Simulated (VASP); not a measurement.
**VASP 6.6.1, PBE single-point calculation, TiO$_{2}$ (strained rutile)**

INCAR

```
GGA = PE
ENCUT = 520
ISMEAR = -1
LREAL = .FALSE.
NELM = 120
SIGMA = 0.02
IBRION = -1
NSW = 0
LCHARG = .TRUE.
LWAVE = .FALSE.
EDIFF = 1E-7
PREC = Accurate
LASPH = .TRUE.
NBANDS = 33
LELF = .TRUE.
ISIF = 2
```

KPOINTS

```
KPOINTS created by Atomic Simulation Environment
0
Gamma
6 6 8
0 0 0
```

KPOINTS_OPT

```
special points
7
Reciprocal
0.0000000000 0.0000000000 0.0000000000 1
0.0000000000 0.5000000000 0.0000000000 1
0.5000000000 0.5000000000 0.0000000000 1
0.0000000000 0.0000000000 0.5000000000 1
0.0000000000 0.5000000000 0.5000000000 1
0.5000000000 0.5000000000 0.5000000000 1
-0.0937500000 -0.0937500000 0.0000000000 1
```

POSCAR

```
Ti O
 1.0000000000000000
     4.7807276337999998    0.0000000000000000    0.0000000000000000
     0.0000000000000000    4.7807276337999998    0.0000000000000000
     0.0000000000000000    0.0000000000000000    2.8917384034000002
 Ti  O
   2   4
Cartesian
 -0.0000000000000000 -0.0000000000000000  0.0000000000000000
  2.3903638169000003  2.3903638169000003  1.4458692017000001
  1.4715737899942578  1.4715737899942578  0.0000000000000000
  0.9187900269057422  3.8619376068942586  1.4458692017000001
  3.8619376068942586  0.9187900269057423  1.4458692017000001
  3.3091538438057415  3.3091538438057415  0.0000000000000000
```

VASP ran with the recommended PBE PAW datasets (48 valence electrons in the cell).

Command

```
mpirun -np 1 vasp_std
```

From OUTCAR

```
k-points           NKPTS =     50   k-points in BZ     NKDIM =     50   number of bands    NBANDS=     33

   NELECT =      48.0000    total number of electrons

   dimension x,y,z NGX =    36 NGY =   36 NGZ =   24
   dimension x,y,z NGXF=    72 NGYF=   72 NGZF=   48

  energy-cutoff  :      520.00
  volume of cell :       66.09
      direct lattice vectors                 reciprocal lattice vectors
     4.780727634  0.000000000  0.000000000     0.209173180  0.000000000  0.000000000
     0.000000000  4.780727634  0.000000000     0.000000000  0.209173180  0.000000000
     0.000000000  0.000000000  2.891738403     0.000000000  0.000000000  0.345812747

 k-points in reciprocal lattice and weights: KPOINTS created by Atomic Simulation Env
   0.00000000  0.00000000  0.00000000       0.003
   0.16666667  0.00000000  0.00000000       0.014
   0.33333333  0.00000000  0.00000000       0.014
   0.50000000  0.00000000  0.00000000       0.007
   0.16666667  0.16666667  0.00000000       0.014
   0.33333333  0.16666667  0.00000000       0.028
   0.50000000  0.16666667  0.00000000       0.014
   0.33333333  0.33333333  0.00000000       0.014
   ...

 E-fermi :   4.4836

 k-point     1 :       0.0000    0.0000    0.0000
  band No.  band energies     occupation
      1     -52.7747      2.00000
      2     -52.7637      2.00000
      3     -29.0429      2.00000
      4     -29.0429      2.00000
      5     -28.9157      2.00000
      6     -28.9157      2.00000
      7     -28.8299      2.00000
      8     -28.8094      2.00000
      9     -13.7599      2.00000
     10     -12.7308      2.00000
     11     -12.0890      2.00000
     12     -12.0890      2.00000
     13      -1.3406      2.00000
     14      -0.8745      2.00000
     15      -0.3474      2.00000
     16       0.6497      2.00000
     17       0.6497      2.00000
     18       1.5876      2.00000
     19       1.5876      2.00000
     20       2.6299      2.00000
     21       3.6207      2.00000
     22       3.6768      2.00000
     23       3.6768      2.00000
     24       3.9374      2.00000
     25       5.9428      0.00000
     26       6.2118      0.00000
     27       6.7312      0.00000
     28       6.7312      0.00000
     29       6.7797      0.00000
     30       8.0903      0.00000
     31       8.5492      0.00000
     32      10.6730      0.00000
     33      10.7017      0.00000

 k-point     2 :       0.1667    0.0000    0.0000
  band No.  band energies     occupation
      1     -52.7739      2.00000
      2     -52.7644      2.00000
      3     -29.0367      2.00000
      4     -29.0363      2.00000
      5     -28.9228      2.00000
      6     -28.9224      2.00000
      7     -28.8285      2.00000
      8     -28.8108      2.00000
      9     -13.6813      2.00000
     10     -12.7604      2.00000
     11     -12.1429      2.00000
     12     -12.1105      2.00000
     13      -1.1992      2.00000
     14      -0.8030      2.00000
     15      -0.1924      2.00000
     16       0.6567      2.00000
     17       0.6602      2.00000
     18       1.4776      2.00000
     19       1.5747      2.00000
     20       2.6500      2.00000
     21       3.1772      2.00000
     22       3.4796      2.00000
     23       3.4962      2.00000
     24       3.9076      2.00000
     25       6.0902      0.00000
     26       6.4041      0.00000
     27       6.8060      0.00000
     28       6.8300      0.00000
     29       6.9361      0.00000
     30       8.2561      0.00000
     31       8.4405      0.00000
     32      10.6126      0.00000
     33      10.7232      0.00000

 k-point     3 :       0.3333    0.0000    0.0000
  band No.  band energies     occupation
      1     -52.7719      2.00000
      2     -52.7664      2.00000
      3     -29.0213      2.00000
      4     -29.0203      2.00000
      5     -28.9399      2.00000
      6     -28.9389      2.00000
      7     -28.8248      2.00000
      8     -28.8145      2.00000
      9     -13.4641      2.00000
     10     -12.8977      2.00000
     11     -12.2211      2.00000
     12     -12.1643      2.00000
     13      -0.8913      2.00000
     14      -0.6621      2.00000
     15       0.3064      2.00000
     16       0.6728      2.00000
     17       0.6792      2.00000
     18       1.2786      2.00000
     19       1.4627      2.00000
     20       2.2043      2.00000
     21       2.7366      2.00000
     22       3.2141      2.00000
     23       3.2657      2.00000
     24       3.6665      2.00000
     25       6.3697      0.00000
     26       6.6173      0.00000
     27       6.9698      0.00000
     28       7.0103      0.00000
     29       7.2967      0.00000
     30       8.1318      0.00000
     31       8.8145      0.00000
     32      10.3735      0.00000
     33      10.5019      0.00000

 k-point     4 :       0.5000    0.0000    0.0000
  band No.  band energies     occupation
      1     -52.7692      2.00000
      2     -52.7692      2.00000
      3     -29.0097      2.00000
      4     -29.0097      2.00000
      5     -28.9511      2.00000
      6     -28.9511      2.00000
      7     -28.8196      2.00000
      8     -28.8196      2.00000
      9     -13.1677      2.00000
     10     -13.1677      2.00000
     11     -12.2189      2.00000
     12     -12.2189      2.00000
     13      -0.6576      2.00000
     14      -0.6576      2.00000
     15       0.6847      2.00000
     16       0.6847      2.00000
     17       1.1189      2.00000
     18       1.1189      2.00000
     19       1.3098      2.00000
     20       1.3098      2.00000
     21       2.9292      2.00000
     22       2.9292      2.00000
     23       3.3742      2.00000
     24       3.3742      2.00000
     25       6.5850      0.00000
     26       6.5850      0.00000
     27       7.0762      0.00000
     28       7.0762      0.00000
     29       7.7250      0.00000
     30       7.7250      0.00000
     31       9.6127      0.00000
     32       9.6127      0.00000
     33      10.4385      0.00000

 k-point     5 :       0.1667    0.1667    0.0000
  band No.  band energies     occupation
      1     -52.7733      2.00000
      2     -52.7651      2.00000
      3     -29.0448      2.00000
      4     -29.0194      2.00000
      5     -28.9405      2.00000
      6     -28.9145      2.00000
      7     -28.8273      2.00000
      8     -28.8120      2.00000
      9     -13.6137      2.00000
     10     -12.7966      2.00000
     11     -12.1900      2.00000
     12     -12.1129      2.00000
     13      -1.1662      2.00000
     14      -0.6909      2.00000
     15      -0.0551      2.00000
     16       0.6391      2.00000
     17       0.6818      2.00000
     18       1.3549      2.00000
     19       1.6482      2.00000
     20       2.6785      2.00000
     21       2.9185      2.00000
     22       3.2541      2.00000
     23       3.4232      2.00000
     24       3.9169      2.00000
     25       6.0078      0.00000
     26       6.5659      0.00000
     27       6.7336      0.00000
     28       6.9908      0.00000
     29       7.0841      0.00000
     30       8.3563      0.00000
     31       8.4064      0.00000
     32      10.5006      0.00000
     33      10.6999      0.00000

 k-point     6 :       0.3333    0.1667    0.0000
  band No.  band energies     occupation
      1     -52.7715      2.00000
      2     -52.7668      2.00000
      3     -29.0397      2.00000
      4     -29.0099      2.00000
      5     -28.9509      2.00000
      6     -28.9204      2.00000
      7     -28.8241      2.00000
      8     -28.8152      2.00000
      9     -13.4276      2.00000
     10     -12.9349      2.00000
     11     -12.2321      2.00000
     12     -12.1543      2.00000
     13      -1.0171      2.00000
     14      -0.6093      2.00000
     15       0.3836      2.00000
     16       0.6421      2.00000
     17       0.6849      2.00000
     18       1.3106      2.00000
     19       1.5865      2.00000
     20       2.3202      2.00000
     21       2.7849      2.00000
     22       3.0364      2.00000
     23       3.2266      2.00000
     24       3.6413      2.00000
     25       6.1706      0.00000
     26       6.6242      0.00000
     27       6.8201      0.00000
     28       7.0784      0.00000
     29       7.4144      0.00000
     30       8.1232      0.00000
     31       8.8719      0.00000
     32      10.2220      0.00000
     33      10.4387      0.00000

 ...

  Total       -2.8030665     -2.8030665      2.2456497      0.0000000      0.0000000      0.0000000
  in kB      -67.9511752    -67.9511752     54.4384293      0.0000000      0.0000000      0.0000000
  external PRESSURE =     -27.1546404 kB  Pullay stress =       0.0000000 kB

 POSITION                                       TOTAL-FORCE (eV/Angst)
 -----------------------------------------------------------------------------------
      0.00000      0.00000      0.00000         0.000000     -0.000000      0.000000
      2.39036      2.39036      1.44587         0.000000     -0.000000      0.000000
      1.47157      1.47157      0.00000        -0.093458     -0.093458      0.000000
      0.91879      3.86194      1.44587         0.093458     -0.093458      0.000000
      3.86194      0.91879      1.44587        -0.093458      0.093458     -0.000000
      3.30915      3.30915      0.00000         0.093458      0.093458     -0.000000
 -----------------------------------------------------------------------------------
    total drift:                                0.000000      0.000000      0.000000

  FREE ENERGIE OF THE ION-ELECTRON SYSTEM (eV)
  ---------------------------------------------------
  free  energy   TOTEN  =       -53.5645297114 eV

  energy  without entropy=      -53.5645297114  energy(sigma->0) =      -53.56452971
```

| Quantity | Value |
| --- | --- |
| gap between bands v and c | 1.98 eV |
| least direct gap | 2.01 eV |
| pressure | -2.7 GPa |
| largest force | 0.13 eV/Å |

Band v is the last that the valence electrons fill when counted band by band, and c is the next.

The run took about 1.9 min on one core of a shared host (Intel Xeon Platinum 8488C) and held 0.27 GiB at most.
